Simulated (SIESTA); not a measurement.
The system is Zn.

```
CELL_PARAMETERS angstrom
2.67000 0.00000 0.00000
-1.33500 2.31229 0.00000
0.00000 0.00000 4.96600
ATOMIC_POSITIONS crystal
Zn 0.66667 0.33333 0.75000
Zn 0.33333 0.66667 0.25000
```

Base run:

```yaml
Program: SIESTA 5.4.2
Functional: PBE
Potentials_or_basis: PseudoDojo 0.4 standard (PBE files)
Basis: DZP (energy shift 0.002 Ry)
Grid_cutoff: 800 Ry
Energy_shift: 0.002 Ry
k_mesh: 11 × 11 × 6
Occupations: fermi-dirac, width 0.05 eV
Spin: no spin polarisation
```

Its results: band gap on the k mesh none (metal or under the smearing width); pressure -2.7 GPa.

Q: The run is repeated on the same cell with these changes: basis from DZP (energy shift 0.002 Ry) to DZP (energy shift 0.003 Ry; two zetas on semicore shells); energy shift from 0.002 Ry to 0.003 Ry. What comes out?

A: Band gap on the k mesh none (metal or under the smearing width); pressure -4.1 GPa.

Caveats: the valence orbitals were made in a potential fitted to the semicore shell under them, which widens gaps by tenths of an eV or more; the basis of atomic orbitals isn't converged, which shifts pressures, moduli and gaps; semicore shells carry a single zeta, which can move pressures by several GPa and volumes by a few percent (some runs); short orbitals over semicore shells can move pressures by several GPa (some runs).

Not every run made on this cell is shown here.
